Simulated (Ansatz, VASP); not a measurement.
# One calculation of Rh, two programs

```xyz
4
Lattice="3.7972 0.0000 0.0000 -1.8986 3.2885 0.0000 0.0000 0.0000 5.2986" Properties=species:S:1:pos:R:3 pbc="T T T"
Rh    0.0000    0.0000    0.6861
Rh    0.0000    0.0000    3.3354
Rh    0.0000    2.1923    4.6391
Rh    1.8986    1.0962    1.9897
```

Alike in both runs: functional PBE; k mesh 6 × 6 × 4; occupations gaussian, width 0.1 eV; no spin polarisation.

Ansatz relaxed the structure, and its values are those at the end. VASP's run is a single point on that final structure, the one shown.

```csv
,VASP,Ansatz
version,VASP 6.6.1,Ansatz 0.2.0
potentials or method,"VASP PAW PBE potentials, release 64 (Rh_pv)","scalar-relativistic, plane waves, PAW"
plane-wave cutoff (eV),520,420
valence electrons in the cell,60,68
```

|  | VASP | Ansatz | Ansatz less VASP |
| --- | --- | --- | --- |
| gap on the k mesh at the Fermi level (eV) | none | none | - |
| pressure (GPa) | -0.1 | -0.1 | -0.04 |
| rms of the force components (eV/Å) | 0.005 | 0.005 | +0.0001 |

A gap of «none» marks a metal or a gap that the smearing closes. The two sets of potentials don't hold the same shells in valence.
